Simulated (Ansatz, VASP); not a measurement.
## BP: VASP beside Ansatz

The input INCAR:

```
PREC     = Accurate       # precision mode
ENCUT    = 520            # plane-wave cutoff, eV
EDIFF    = 1E-6           # SCF threshold, eV
ISMEAR   = 0              # smearing method
SIGMA    = 0.02           # smearing width, eV
LREAL    = False          # projectors in reciprocal space
LASPH    = True           # aspherical terms in the spheres
NELM     = 60             # most SCF steps
ALGO     = Normal         # electronic algorithm
ISIF     = 2              # what is computed and relaxed
LWAVE    = False          # write WAVECAR
LCHARG   = True           # write CHGCAR
GGA      = PE             # functional
LELF     = True           # ELF
LVHAR    = True         
NBANDS   = 11             # bands
```

The input KPOINTS:

```
regular mesh
0
Gamma
  10 10 10
```

File POSCAR:

```
BP
1.0
    0.0000000000      2.3279713100      2.3279713100
    2.2939363100      0.0000000000      2.3279713100
    2.2939363100      2.3279713100      0.0000000000
B P
1 1
Direct
    0.0000000000      0.0000000000      0.0000000000
    0.7500000000      0.7500000000      0.7500000000
```

Input for Ansatz:

```yaml
crystal:
  lattice:
    - [0.0, 2.32797131, 2.32797131]
    - [2.29393631, 0.0, 2.32797131]
    - [2.29393631, 2.32797131, 0.0]
  atoms:
    - { symbol: B, position: [0.0, 0.0, 0.0] }
    - { symbol: P, position: [0.75, 0.75, 0.75] }
basis:
  ecutwfc: 420
kpoints:
  mp_grid: { grid: [10, 10, 10] }
hamiltonian:
  xc: pbe
scf:
  occupations: { method: gaussian, width: 0.02 }
output:
  forces: true
  stress: true
  eigenvalues: true
```

Alike in both runs: task single point; functional PBE; k mesh 10 × 10 × 10; occupations gaussian, width 0.02 eV; no spin polarisation.

```csv
,VASP,Ansatz
version,VASP 6.6.1,Ansatz 0.2.0
potentials or method,"VASP PAW PBE potentials, release 64 (B, P)","scalar-relativistic, plane waves, PAW"
plane-wave cutoff (eV),520,420
valence electrons in the cell,8,8
```

|  | VASP | Ansatz | Ansatz less VASP |
| --- | --- | --- | --- |
| gap on the k mesh at the Fermi level (eV) | 1.11 | 1.11 | +0.004 |
| least direct gap on the mesh (eV) | 3.17 | 3.17 | +0.003 |
| pressure (GPa) | -8.3 | -8.1 | +0.19 |
| largest component of the traceless stress (GPa) | 2.44 | 2.44 | -0.003 |

A k mesh can miss the band edges.
